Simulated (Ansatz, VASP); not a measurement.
**P: VASP beside Ansatz**

INCAR

```
PREC = Accurate ; ENCUT = 520
EDIFF = 1E-7 ; ISMEAR = -1
SIGMA = 0.1 ; LREAL = False
LASPH = True ; NELM = 100
ALGO = Normal ; ISIF = 2
LWAVE = False ; LCHARG = True
GGA = RE ; LELF = True
LVHAR = True ; NBANDS = 14
```

The input KPOINTS:

```
regular mesh
0
Gamma
  9 9 14
```

File POSCAR:

```
P
1.0
    4.3498360814      0.0000000000      0.0000000000
   -2.1749180407      3.7670685488      0.0000000000
    0.0000000000      0.0000000000      2.4502451740
P
3
Direct
    0.0000000000      0.0000000000      0.0000000000
    0.3333333333      0.6666666667      0.5000000000
    0.6666666667      0.3333333333      0.5000000000
```

Input for Ansatz:

```yaml
crystal:
  lattice:
    - [4.3498360814, 0.0, 0.0]
    - [-2.1749180407, 3.7670685488, 0.0]
    - [0.0, 0.0, 2.450245174]
  atoms:
    - { symbol: P, position: [0.0, 0.0, 0.0] }
    - { symbol: P, position: [0.3333333333, 0.6666666667, 0.5] }
    - { symbol: P, position: [0.6666666667, 0.3333333333, 0.5] }
hamiltonian:
  xc: revpbe
  pseudopotentials:
    kind: paw
    azcp:
      P: "pseudopotentials/P.paw.azcp"
basis:
  ecutwfc: 420
  fft_grid_basis: typed
kpoints:
  mp_grid: { grid: [9, 9, 14], shift: [0, 0, 0] }
magnetization:
  spin_polarized: false
scf:
  occupations: { method: fermi_dirac, width: 0.1 }
  lower_state_search: "off"
output:
  stress: true
  write_density: true
  write_potential: true
  elf: true
  volumetric_format: npy
```

Alike in both runs: task single point; functional revPBE; k mesh 9 × 9 × 14; occupations fermi-dirac, width 0.1 eV; no spin polarisation.

|  | VASP | Ansatz |
| --- | --- | --- |
| version | VASP 6.6.1 | Ansatz 0.2.0 |
| potentials or method | VASP PAW PBE potentials, release 64 (P) | plane waves (420 eV) with PAW, scalar-relativistic |
| plane-wave cutoff (eV) | 520 | 420 |
| valence electrons in the cell | 15 | 15 |

|  | VASP | Ansatz | Ansatz less VASP |
| --- | --- | --- | --- |
| pressure (GPa) | 8.3 | 9.0 | +0.63 |
| largest component of the traceless stress (GPa) | 0.49 | 0.59 | +0.095 |

Caveats: the PAW data sets were made with another functional, which shifts forces and pressure a little (VASP).
